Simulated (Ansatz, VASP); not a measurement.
Given: the input of a run of VASP 6.6.1 on HgTe.

INCAR

```
ALGO = Normal
EDIFF = 1E-7
ENCUT = 520
GGA = PS
ISIF = 2
ISMEAR = -1
LASPH = True
LCHARG = False
LREAL = False
LWAVE = False
NBANDS = 16
NELM = 60
PREC = Accurate
SIGMA = 0.05
```

The input KPOINTS:

```
k-points
0
Gamma
  10 10 10
```

File POSCAR:

```
HgTe
1.0
   -3.0044411569      3.0044411569      1.5383343083
    3.0044411569     -3.0044411569      1.5383343083
    3.0044411569      3.0044411569     -1.5383343083
Hg Te
1 1
Direct
    0.7500000000      0.2500000000      0.5000000000
    0.0000000000      0.0000000000      0.0000000000
```

Potentials or basis: VASP PAW PBE potentials, release 64 (Hg, Te).

Command:

```bash
$ cat potpaw_PBE.64/Hg/POTCAR potpaw_PBE.64/Te/POTCAR > POTCAR
$ mpirun -np 1 vasp_std > vasp.out
```

**Question.** Set up the same calculation for Ansatz 0.2.0. Potentials there: Ansatz PAW.

**Answer.** As run (the cutoff follows the program's own potentials):

input.yaml

```yaml
crystal:
  lattice:
    - [-3.0044411569, 3.0044411569, 1.5383343083]
    - [3.0044411569, -3.0044411569, 1.5383343083]
    - [3.0044411569, 3.0044411569, -1.5383343083]
  atoms:
    - { symbol: Hg, position: [0.75, 0.25, 0.5] }
    - { symbol: Te, position: [0.0, 0.0, 0.0] }
hamiltonian:
  xc: pbesol
  pseudopotentials: { kind: paw }
kpoints:
  mp_grid: { grid: [10, 10, 10] }
scf:
  occupations: { method: fermi_dirac, width: 0.05 }
output:
  forces: true
  stress: true
  eigenvalues: true
```

Potentials or basis: Ansatz PAW.

Run with:

```console
$ ansatz run input.yaml --threads 1 --pin off --max-ram 3584MiB --backend cpu --events-out ev --progress --plain --runs-dir out
```

Both were run:

|  | VASP | Ansatz | Ansatz less VASP |
| --- | --- | --- | --- |
| gap on the k mesh at the Fermi level (eV) | none | none | - |
| pressure (GPa) | -1.6 | -1.7 | -0.14 |
| largest component of the traceless stress (GPa) | 3.37 | 3.36 | -0.009 |

A gap of «none» marks a metal or a gap that the smearing closes. With one functional, cell and mesh, what is left measures potentials, basis and numerics. The two sets of potentials don't hold the same shells in valence.

Caveats: the PAW data sets were made with another functional, which shifts forces and pressure a little (VASP); the PAW data sets come from PBE, with cores solved anew for the run's functional, which leaves a small shift of forces and pressure (Ansatz). Spin-orbit coupling is left out, which matters for the levels of Hg, Te.
